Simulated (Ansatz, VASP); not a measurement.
## Ge in VASP and in Ansatz

INCAR

```
PREC     = Accurate       # precision mode
ENCUT    = 900            # plane-wave cutoff, eV
EDIFF    = 1E-6           # SCF threshold, eV
ISMEAR   = 0              # smearing method
SIGMA    = 0.05           # smearing width, eV
LREAL    = False          # projectors in reciprocal space
LASPH    = True           # aspherical terms in the spheres
NELM     = 60             # most SCF steps
ALGO     = Normal         # electronic algorithm
ISIF     = 2              # what is computed and relaxed
LWAVE    = False          # write WAVECAR
LCHARG   = False          # write CHGCAR
METAGGA  = R2SCAN         # meta-GGA
LMIXTAU  = True         
IVDW     = 13             # dispersion correction
VDW_S6   = 1.0          
VDW_S8   = 0.6018749    
VDW_A1   = 0.51559235   
VDW_A2   = 5.77342911   
NBANDS   = 21             # bands
```

The input Ge.cif:

```cif
data_Ge
_cell_length_a 2.79429800
_cell_length_b 5.20103200
_cell_length_c 2.69823100
_cell_angle_alpha 90.00000000
_cell_angle_beta 90.00000000
_cell_angle_gamma 90.00000000
_space_group_name_H-M_alt 'Cmmm'
_space_group_name_Hall '-C 2 2'
_space_group_IT_number 65
loop_
_space_group_symop_operation_xyz
'x,y,z'
'-x,-y,-z'
'-x,-y,z'
'x,y,-z'
'x,-y,-z'
'-x,y,z'
'-x,y,-z'
'x,-y,z'
'x+1/2,y+1/2,z'
'-x+1/2,-y+1/2,-z'
'-x+1/2,-y+1/2,z'
'x+1/2,y+1/2,-z'
'x+1/2,-y+1/2,-z'
'-x+1/2,y+1/2,z'
'-x+1/2,y+1/2,-z'
'x+1/2,-y+1/2,z'
loop_
_atom_site_label
_atom_site_type_symbol
_atom_site_symmetry_multiplicity
_atom_site_Wyckoff_symbol
_atom_site_fract_x
_atom_site_fract_y
_atom_site_fract_z
_atom_site_occupancy
Ge1 Ge 2 b 0.5000000000 0.0000000000 0.0000000000 1
```

Contents of KPOINTS:

```
Automatic mesh
0
Gamma
  9 5 10
```

POSCAR

```
Ge
 1.0000000000000000
     2.7942979999999999    0.0000000000000000    0.0000000000000000
     0.0000000000000000    5.2010319999999997    0.0000000000000000
     0.0000000000000000    0.0000000000000000    2.6982309999999998
 Ge 
   2
Cartesian
  1.3971490000000000  0.0000000000000000  0.0000000000000000
  0.0000000000000000  2.6005159999999998  0.0000000000000000
```

Contents of KPOINTS_OPT:

```
path GXSYGZURTZ,YT,UX,SR
20
line-mode
reciprocal
 0.0000000000  0.0000000000  0.0000000000  G
 0.0000000000  0.0000000000  0.5000000000  X

 0.0000000000  0.0000000000  0.5000000000  X
 0.5000000000  0.0000000000  0.5000000000  S

 0.5000000000  0.0000000000  0.5000000000  S
 0.5000000000  0.0000000000  0.0000000000  Y

 0.5000000000  0.0000000000  0.0000000000  Y
 0.0000000000  0.0000000000  0.0000000000  G

 0.0000000000  0.0000000000  0.0000000000  G
 0.0000000000  0.5000000000  0.0000000000  Z

 0.0000000000  0.5000000000  0.0000000000  Z
 0.0000000000  0.5000000000  0.5000000000  U

 0.0000000000  0.5000000000  0.5000000000  U
 0.5000000000  0.5000000000  0.5000000000  R

 0.5000000000  0.5000000000  0.5000000000  R
 0.5000000000  0.5000000000  0.0000000000  T

 0.5000000000  0.5000000000  0.0000000000  T
 0.0000000000  0.5000000000  0.0000000000  Z

 0.5000000000  0.0000000000  0.0000000000  Y
 0.5000000000  0.5000000000  0.0000000000  T

 0.0000000000  0.5000000000  0.5000000000  U
 0.0000000000  0.0000000000  0.5000000000  X

 0.5000000000  0.0000000000  0.5000000000  S
 0.5000000000  0.5000000000  0.5000000000  R
```

File input.yaml:

```yaml
crystal:
  lattice:
    - [2.794298, 0.0, 0.0]
    - [0.0, 5.201032, 0.0]
    - [0.0, 0.0, 2.698231]
  atoms:
    - { symbol: Ge, position: [0.5, 0.0, 0.0] }
    - { symbol: Ge, position: [0.0, 0.5, 0.0] }
hamiltonian:
  xc: r2scan
  pseudopotentials: { kind: paw }
  dispersion: d4
kpoints:
  mp_grid: { grid: [9, 5, 10] }
  band_path:
    path:
      - [[0.0, 0.0, 0.0], [0.0, 0.0, 0.5], [0.5, 0.0, 0.5], [0.5, 0.0, 0.0], [0.0, 0.0, 0.0], [0.0, 0.5, 0.0], [0.0, 0.5, 0.5], [0.5, 0.5, 0.5], [0.5, 0.5, 0.0], [0.0, 0.5, 0.0]]
      - [[0.5, 0.0, 0.0], [0.5, 0.5, 0.0]]
      - [[0.0, 0.5, 0.5], [0.0, 0.0, 0.5]]
      - [[0.5, 0.0, 0.5], [0.5, 0.5, 0.5]]
    npoints: 14
scf:
  occupations: { method: gaussian, width: 0.05 }
  n_extra_bands: 6
output:
  forces: true
  stress: true
  eigenvalues: true
  fatbands: true
  write_density: true
  write_potential: true
  elf: true
  volumetric_format: npy
```

This isn't the form of Ge at room conditions, which is diamond.

Alike in both runs: task band structure; functional r2SCAN; dispersion D4; k mesh 9 × 5 × 10; occupations gaussian, width 0.05 eV; no spin polarisation.

|  | VASP | Ansatz |
| --- | --- | --- |
| version | VASP 6.6.1 | Ansatz 0.2.0 |
| potentials or method | VASP PAW PBE potentials, release 64 (Ge_h) | Ansatz PAW |
| plane-wave cutoff (eV) | 900 | 500 |
| valence electrons in the cell | 28 | 28 |

|  | VASP | Ansatz | Ansatz less VASP |
| --- | --- | --- | --- |
| gap on the k mesh at the Fermi level (eV) | none | none | - |
| pressure (GPa) | -4.1 | -4.2 | -0.07 |
| largest component of the traceless stress (GPa) | 1.35 | 1.31 | -0.048 |
| dispersion energy (meV/atom) | -127.4 | -127.6 | -0.15 |

A gap of «none» marks a metal or a gap that the smearing closes. With one functional, cell and mesh, what is left measures potentials, basis and numerics.

Caveats: pairwise dispersion overbinds metals, which lowers pressure and volume; the PAW data sets were made with another functional, which shifts forces and pressure a little (VASP); the PAW data sets come from PBE, with cores solved anew for the run's functional, which leaves a small shift of forces and pressure (Ansatz).
